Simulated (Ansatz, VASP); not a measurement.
# One calculation of Ta, two programs

```
Ta
1.0
     0.00000    3.02058    3.02058
     3.02058    0.00000    3.02058
     3.02058    3.02058    0.00000
Ta
2
Direct
  0.50000 0.50000 0.50000
  0.75000 0.75000 0.75000
```

Alike in both runs: functional r2SCAN; k mesh 6 × 6 × 6; occupations gaussian, width 0.1 eV; no spin polarisation.

Ansatz relaxed the structure, and its values are those at the end. VASP's run is a single point on that final structure, the one shown.

|  | VASP | Ansatz |
| --- | --- | --- |
| version | VASP 6.6.1 | Ansatz 0.2.0 |
| potentials or method | VASP PAW PBE potentials, release 64 (Ta_pv) | scalar-relativistic, plane waves, PAW |
| plane-wave cutoff (eV) | 520 | 500 |
| valence electrons in the cell | 22 | 26 |

Ansatz gave:

```
gap on the k mesh at the Fermi level (eV) : none
pressure (GPa)                            : 0.4
```

Q: Which values does VASP return?

A: gap on the k mesh at the Fermi level (eV): none; pressure (GPa): 0.7.

A gap of «none» marks a metal or a gap that the smearing closes. The two sets of potentials don't hold the same shells in valence.

Caveats: the PAW data sets were made with another functional, which shifts forces and pressure a little (VASP). The runs have no spin-orbit coupling, so splittings on Ta are missing.
